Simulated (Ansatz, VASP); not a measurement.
C in VASP and in Ansatz

```
C
1.0
     2.52553    0.00000    0.00000
     0.00000    2.52553    0.00000
     0.00000    0.00000   20.46450
C
6
Direct
  0.75000 0.00000 0.39485
  0.25000 0.00000 0.43279
  0.25000 0.50000 0.47895
  0.75000 0.50000 0.52105
  0.75000 0.00000 0.56721
  0.25000 0.00000 0.60515
```

Alike in both runs: task single point; functional PBE; k mesh 12 × 12 × 1; occupations fermi-dirac, width 0.02 eV; no spin polarisation.

|  | VASP | Ansatz |
| --- | --- | --- |
| version | VASP 6.6.1 | Ansatz 0.2.0 |
| potentials or method | VASP PAW PBE potentials, release 64 (C) | PAW with Ansatz's default frozen-core files, scalar-relativistic |
| plane-wave cutoff (eV) | 520 | 420 |
| valence electrons in the cell | 24 | 24 |

VASP gave:

| Item | Value |
| --- | --- |
| rms of the force components (eV/Å) | 0.016 |

Problem. Estimate Ansatz's values.

Solution. rms of the force components (eV/Å): 0.002.

Atom by atom the forces differ by 0.016 eV/Å (rms over components).
